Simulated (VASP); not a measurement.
# Pb in VASP: notebook, part 2 of 2

VASP 6.6.1. The steps go on from the part before.

**4. Single point, PBE**

This run uses another cell than the first one, of 278.08 Å³/atom, 1.015 times its volume.

File INCAR:

```
SYSTEM = Pb
  PREC = Accurate
  ENCUT = 520
  EDIFF = 1E-7
  ISMEAR = 0
  SIGMA = 0.1
  LREAL = .FALSE.
  LASPH = .TRUE.
  NELM = 60
  ALGO = Normal
  ISIF = 2
  LWAVE = .FALSE.
  LCHARG = .TRUE.
  LDIPOL = .TRUE.
  IDIPOL = 3
  DIPOL = 0.5 0.5 0.294
  GGA = PE
  LELF = .TRUE.
  LVHAR = .TRUE.
  LVACPOTAV = .TRUE.
  NBANDS = 21
```

File KPOINTS:

```
Automatic mesh
0
G
  3 3 1
  0 0 0
```

File POSCAR:

```
Pb
1.0
    5.1944842724      0.0000000000      0.0000000000
   -2.5972421362      4.4985553394      0.0000000000
    0.0000000000      0.0000000000     23.8000000000
Pb
2
Direct
    0.3333333333      0.6666666667      0.2941176471
    0.6666666667      0.3333333333      0.2941176471
```

Potentials or basis: VASP PAW PBE potentials, release 64 (Pb_d).

Started as:

```sh
$ cat potpaw_PBE.64/Pb_d/POTCAR > POTCAR
$ mpirun -np 1 vasp_std > vasp.out
```

OUTCAR:

```text
SYSTEM = Pb
   PREC = Accurate
   ENCUT = 520
   EDIFF = 1E-7
   ISMEAR = 0
   LREAL = .FALSE.
   LASPH = .TRUE.
   NELM = 60
   ISIF = 2
   GGA = PE

 ion  position               nearest neighbor table
   1  0.333  0.667  0.294-   2 3.00   2 3.00   2 3.00
   2  0.667  0.333  0.294-   1 3.00   1 3.00   1 3.00

  LATTYP: Found a hexagonal cell.
 ALAT       =     5.1944842724
 C/A-ratio  =     4.5817830514

  Lattice vectors:

 A1 = (   5.1944842724,   0.0000000000,   0.0000000000)
 A2 = (  -2.5972421362,   4.4985553394,   0.0000000000)
 A3 = (   0.0000000000,   0.0000000000,  23.8000000000)

Analysis of symmetry for initial positions (statically):
=====================================================================
 Subroutine PRICEL returns:
 Original cell was already a primitive cell.

 Routine SETGRP: Setting up the symmetry group for a
 hexagonal supercell.

 Subroutine GETGRP returns: Found 24 space group operations
 (whereof 12 operations were pure point group operations)
 out of a pool of 24 trial point group operations.

The static configuration has the point symmetry C_6v.
 The point group associated with its full space group is D_6h.

Analysis of symmetry for dynamics (positions and initial velocities):
=====================================================================
 Subroutine PRICEL returns:
 Original cell was already a primitive cell.

 Routine SETGRP: Setting up the symmetry group for a
 hexagonal supercell.

 Subroutine GETGRP returns: Found 24 space group operations
 (whereof 12 operations were pure point group operations)
 out of a pool of 24 trial point group operations.

The dynamic configuration has the point symmetry C_6v.
[... 96 lines left out ...]
   IMIX   =      4    mixing-type and parameters
     AMIX     =   0.40;   BMIX     =  1.00
     AMIX_MAG =   1.60;   BMIX_MAG =  1.00
  volume/ion in A,a.u.               =     278.08      1876.54
  Fermi-wavevector in a.u.,A,eV,Ry     =   0.604501  1.142340  4.971853  0.365421
  Thomas-Fermi vector in A             =   1.657877
   LORBIT       =      0    0 simple, 1 ext, 2 COOP (PROOUT), +10 PAW based schemes
   GGA     = PE    functional components
   LHFCALC =     F    Hartree Fock is set to
   AEXX    =    0.0000 exact exchange contribution
   IVDW    =     0    specifies the selected vdW correction
   LEPSILON=     F    determine dielectric tensor
   LRPA    =     F    only Hartree local field effects (RPA)
 non-spin polarized calculation
 Gauss-broadening in eV      SIGMA  =   0.10
  energy-cutoff  :      520.00
  volume of cell :      556.15
 maximum number of plane-waves:     15029
 NGX is ok and might be reduce to    40
   NGX = 19   NGY = 19   NGZ = 89

 dipolmoment           0.000000      0.000000     -0.000000 electrons x Angstroem

 number of electron      28.0000002 magnetization

 dipolmoment           0.000000      0.000000      0.000001 electrons x Angstroem

 Free energy of the ion-electron system (eV)
  ---------------------------------------------------
  ext. energy  EPLUGINS =         0.00000000
  ---------------------------------------------------
  free energy    TOTEN  =        -5.53459580 eV

  energy without entropy =       -5.51103963  energy(sigma->0) =       -5.52281771

 E-fermi :  -3.0108     XC(G=0):  -1.7839

 val. band max:       -3.5402540406   @ k =   0.3333   0.0000   0.0000
 cond. band min:      -2.9424067161   @ k =   0.3333   0.0000   0.0000
 fundamental gap:      0.5978473244
 Fermi energy:        -3.0108137511

 k-point     1 :       0.0000    0.0000    0.0000
  band No.  band energies     occupation
      1     -20.1125      2.00000
      2     -20.0281      2.00000
      3     -20.0281      2.00000
      4     -19.9838      2.00000
      5     -19.9838      2.00000
      6     -19.7729      2.00000
[... 61 lines left out ...]
     20       2.5488      0.00000
     21       2.5488      0.00000

------------------------ aborting loop because EDIFF is reached ----------------------------------------

 vacuum level on the upper side and lower side of the slab       (xc-potential included)        -0.091        -0.087

  FORCE on cell =-STRESS in cart. coord.  units (eV):
  Direction    XX          YY          ZZ          XY          YZ          ZX
  --------------------------------------------------------------------------------------
  -------------------------------------------------------------------------------------
  Total       -0.1298385     -0.1298385     -0.0298678      0.0000000      0.0000000     -0.0000000
  in kB       -0.3740431     -0.3740431     -0.0860442      0.0000000      0.0000000     -0.0000000
  external PRESSURE =      -0.2780435 kB  Pullay stress =       0.0000000 kB

 VOLUME and BASIS-vectors are now :
 -----------------------------------------------------------------------------
  energy-cutoff  :      520.00
  volume of cell :      556.15
      direct lattice vectors                 reciprocal lattice vectors
     5.194484272  0.000000000  0.000000000     0.192511893  0.111146793  0.000000000
    -2.597242136  4.498555339  0.000000000     0.000000000  0.222293586  0.000000000
     0.000000000  0.000000000 23.800000000     0.000000000  0.000000000  0.042016807

 POSITION                                       TOTAL-FORCE (eV/Angst)
 -----------------------------------------------------------------------------------
     -0.00000      2.99904      7.00000         0.000000     -0.000000      0.000000
      2.59724      1.49952      7.00000        -0.000000      0.000000     -0.000000
 -----------------------------------------------------------------------------------
    total drift:                                0.000000      0.000000      0.000095

  FREE ENERGIE OF THE ION-ELECTRON SYSTEM (eV)
  ---------------------------------------------------
  free  energy   TOTEN  =        -5.5345957998 eV

  energy  without entropy=       -5.5110396273  energy(sigma->0) =       -5.52281771

 vacuum level on the upper side and lower side of the slab         1.276         1.276
```

It took 47 s on 1 thread of Intel Xeon 6975P-C (Granite Rapids), shared host; peak memory 0.55 GiB.

Results:

```yaml
Free_energy: -5.5346 eV
Band_gap_on_the_k_mesh: none (metal or under the smearing width)
Work_function_of_the_upper_face: 4.29 eV
Work_function_of_the_lower_face: 4.29 eV
```

Caveat: the k mesh is coarse (spacing up to 0.47 Å⁻¹), so the values aren't converged. Spin-orbit coupling is left out, which matters for the levels of Pb.

**5. Single point, PBE**

This run uses another cell than the first one, of 214.01 Å³/atom, 0.781 times its volume.

File INCAR:

```
ALGO     = Normal         # electronic algorithm
DIPOL    = 0.5 0.5 0.500
EDIFF    = 1E-7           # SCF threshold, eV
ENCUT    = 520            # plane-wave cutoff, eV
GGA      = PE             # functional
IDIPOL   = 3            
ISIF     = 2              # what is computed and relaxed
ISMEAR   = 0              # smearing method
LASPH    = T              # aspherical terms in the spheres
LCHARG   = F              # write CHGCAR
LDIPOL   = T            
LREAL    = F              # projectors in reciprocal space
LWAVE    = F              # write WAVECAR
NBANDS   = 21             # bands
NELM     = 80             # most SCF steps
PREC     = Accurate       # precision mode
SIGMA    = 0.1            # smearing width, eV
```

File KPOINTS:

```
k-points
0
Gamma
  3 3 1
```

File POSCAR:

```
Pb
1.0
    5.9415320000      0.0000000000      0.0000000000
   -2.9707660000      5.1455170000      0.0000000000
    0.0000000000      0.0000000000     14.0000000000
Pb
2
Direct
    0.3333333300      0.6666666700      0.5000000000
    0.6666666700      0.3333333300      0.5000000000
```

Potentials or basis: VASP PAW PBE potentials, release 64 (Pb_d).

Started as:

```sh
$ cat potpaw_PBE.64/Pb_d/POTCAR > POTCAR
$ mpirun -np 1 vasp_std > vasp.out
```

OUTCAR:

```text
EDIFF = 1E-7
   ENCUT = 520
   GGA = PE
   ISIF = 2
   ISMEAR = 0
   LASPH = T
   LREAL = F
   NELM = 80
   PREC = Accurate

 ion  position               nearest neighbor table
   1  0.333  0.667  0.500-   2 3.43   2 3.43   2 3.43
   2  0.667  0.333  0.500-   1 3.43   1 3.43   1 3.43

  LATTYP: Found a hexagonal cell.
 ALAT       =     5.9415320000
 C/A-ratio  =     2.3562946392

  Lattice vectors:

 A1 = (   5.9415320000,   0.0000000000,   0.0000000000)
 A2 = (  -2.9707660000,   5.1455170000,   0.0000000000)
 A3 = (   0.0000000000,   0.0000000000,  14.0000000000)

[... 240 lines left out ...]

  FORCE on cell =-STRESS in cart. coord.  units (eV):
  Direction    XX          YY          ZZ          XY          YZ          ZX
  --------------------------------------------------------------------------------------
  -------------------------------------------------------------------------------------
  Total       -3.5167897     -3.5167888     -0.0303467      0.0000000      0.0000000      0.0000000
  in kB      -13.1644128    -13.1644095     -0.1135971      0.0000000      0.0000000      0.0000000
  external PRESSURE =      -8.8141398 kB  Pullay stress =       0.0000000 kB

 VOLUME and BASIS-vectors are now :
 -----------------------------------------------------------------------------
  energy-cutoff  :      520.00
  volume of cell :      428.01
      direct lattice vectors                 reciprocal lattice vectors
     5.941532000  0.000000000  0.000000000     0.168306760  0.097171965  0.000000000
    -2.970766000  5.145517000  0.000000000     0.000000000  0.194343931  0.000000000
     0.000000000  0.000000000 14.000000000     0.000000000  0.000000000  0.071428571

 POSITION                                       TOTAL-FORCE (eV/Angst)
 -----------------------------------------------------------------------------------
     -0.00000      3.43034      7.00000         0.000000     -0.000000     -0.000000
      2.97077      1.71517      7.00000        -0.000000      0.000000      0.000000
 -----------------------------------------------------------------------------------
    total drift:                                0.000000      0.000000      0.000000

  FREE ENERGIE OF THE ION-ELECTRON SYSTEM (eV)
  ---------------------------------------------------
  free  energy   TOTEN  =        -4.9079509638 eV

  energy  without entropy=       -4.8364016191  energy(sigma->0) =       -4.87217629

 vacuum level on the upper side and lower side of the slab         1.527         1.527
```

OSZICAR:

```text
N       E                     dE             d eps       ncg     rms          rms(c)
DAV:   1     0.254762864746E+03    0.25476E+03   -0.10873E+04   134   0.979E+02
DAV:   2     0.165747424903E+02   -0.23819E+03   -0.23546E+03   136   0.310E+02
DAV:   3    -0.409008576891E+01   -0.20665E+02   -0.20366E+02   156   0.119E+02
[... 11 lines left out ...]
DAV:  15    -0.490792845585E+01   -0.79856E-04   -0.38732E-06   126   0.186E-02    0.232E-03
DAV:  16    -0.490794615380E+01   -0.17698E-04   -0.11114E-06   131   0.128E-02    0.485E-04
DAV:  17    -0.490795058081E+01   -0.44270E-05   -0.19825E-07   107   0.308E-03    0.321E-04
DAV:  18    -0.490795090910E+01   -0.32829E-06   -0.10685E-08    93   0.849E-04    0.276E-04
DAV:  19    -0.490795096379E+01   -0.54688E-07   -0.49801E-09    88   0.484E-04
   1 F= -.49079510E+01 E0= -.48721763E+01  d E =-.715493E-01
```

stdout:

```text
POSCAR found type information on POSCAR Pb
 POSCAR found :  1 types and       2 ions
 scaLAPACK will be used
 LDA part: xc-table for (Slater+PW92), standard interpolation
 POSCAR, INCAR and KPOINTS ok, starting setup
 FFT: planning ... GRIDC
 FFT: planning ... GRID_SOFT
 FFT: planning ... GRID
 WAVECAR not read
 entering main loop
```

Run time: 32 s. Hardware: 1 thread of Intel Xeon 6975P-C (Granite Rapids), shared host; peak memory 0.5 GiB.

Results:

* Free energy: -4.9080 eV
* Band gap on the k mesh: none (metal or under the smearing width)

Levels at points of the mesh, in eV from the Fermi level:
| k point | band 11 | band 12 | band 13 | band 14 | band 15 | band 16 | band 17 | band 18 |
| --- | --- | --- | --- | --- | --- | --- | --- | --- |
| (0.00, 0.00, 0.00) | -8.87 | -6.28 | -0.51 | -0.36 | -0.36 | 2.50 | 2.54 | 2.54 |

Caveat: the k mesh is coarse (spacing up to 0.41 Å⁻¹), so the values aren't converged. Spin-orbit coupling is left out, which matters for the levels of Pb.

**6. Overview**

| cell | k mesh | mesh quality | gap on the mesh (eV) |
| --- | --- | --- | --- |
| P6/mmm, 274.05 Å³/atom | 12 × 12 × 1 | not flagged | none |
| P6/mmm, 278.08 Å³/atom | 12 × 12 × 1 | not flagged | none |
| P6/mmm, 278.08 Å³/atom | 3 × 3 × 1 | coarse | none |
| P6/mmm, 214.01 Å³/atom | 3 × 3 × 1 | coarse | none |

Alike in all rows: task single point; level PBE; potentials or basis VASP PAW PBE potentials, release 64 (Pb_d); no spin polarisation; cutoff (eV) 520; smearing gaussian 0.1 eV.

Caveats: some runs use coarse meshes.

Total energies depend on the potentials used, so only differences within one code and one set of settings carry meaning.
